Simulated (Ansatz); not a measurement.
Crystal: KI.

```
I K
1.0
     0.00000    3.53277    3.53277
     3.53277    0.00000    3.53277
     3.53277    3.53277    0.00000
I K
1 1
Direct
  0.50000 0.50000 0.50000
  0.00000 0.00000 0.00000
```

- Program: Ansatz 0.2.0
- Task: relaxation of cell and atoms
- Functional: RPBE
- Potentials or basis: Ansatz PAW
- Cutoff: 420 eV (not typed: the program's choice for these potentials)
- k mesh: 7 × 7 × 7
- Occupations: fermi-dirac, width 0.05 eV
- Spin: no spin polarisation

At the start: volume 44.09 Å³/atom.

Q: Where does the relaxation end?

A: It ends after 5 steps and the volume is 51.06 Å³/atom (+15.8 %); space group Fm-3m (No. 225, to 0.05 Å).

Step by step:
```tsv
step	energy change (eV)	largest force (eV/Å)	volume (Å³)
1	0.0000	0.0000	88.18
2	-0.0423	0.0000	93.30
3	-0.0660	0.0000	100.39
4	-0.0670	0.0000	102.12
5	-0.0674	0.0000	102.12
```

Final structure:
```yaml
crystal:
  lattice:
    - [0.00000, 3.70992, 3.70992]
    - [3.70992, 0.00000, 3.70992]
    - [3.70992, 3.70992, 0.00000]
  atoms:
    - { symbol: I, position: [0.50000, 0.50000, 0.50000] }
    - { symbol: K, position: [0.00000, 0.00000, 0.00000] }
```

Caveat: the volume moved by over 15 % at a fixed basis, so the end points are rough; the plane-wave basis is chosen anew once the cell has moved, so the energies of steps on either side of that aren't comparable; the PAW data sets come from PBE, with cores solved anew for the run's functional, which leaves a small shift of forces and pressure.
